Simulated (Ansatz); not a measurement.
# Au in Ansatz: the effect of functional

Au:

```
CELL_PARAMETERS angstrom
1.41131 -2.55593 0.00000
1.41131 2.55593 0.00000
0.00000 0.00000 4.89317
ATOMIC_POSITIONS crystal
Au 0.33467 0.66533 0.25000
Au 0.66533 0.33467 0.75000
```

This isn't the form of Au at room conditions, which is fcc.

Alike in all runs:

* Program: Ansatz 0.2.0
* Task: band structure
* Potentials or basis: all-electron LAPW, scalar-relativistic
* Cutoff: 261 eV (chosen from the basis error)
* Basis error allowed: 0.001 eV/atom
* k mesh: 11 × 11 × 6
* Occupations: fermi-dirac, width 0.05 eV
* Spin: no spin polarisation

| functional | pressure (GPa) | largest force (eV/Å) |
| --- | --- | --- |
| PBE | 3.2 | 0.03 |
| LDA | ? | ? |
| PBEsol | -5.3 | 0.02 |

Q: What does the run with functional LDA give?

A: Pressure -9.6 GPa; largest force 0.01 eV/Å.
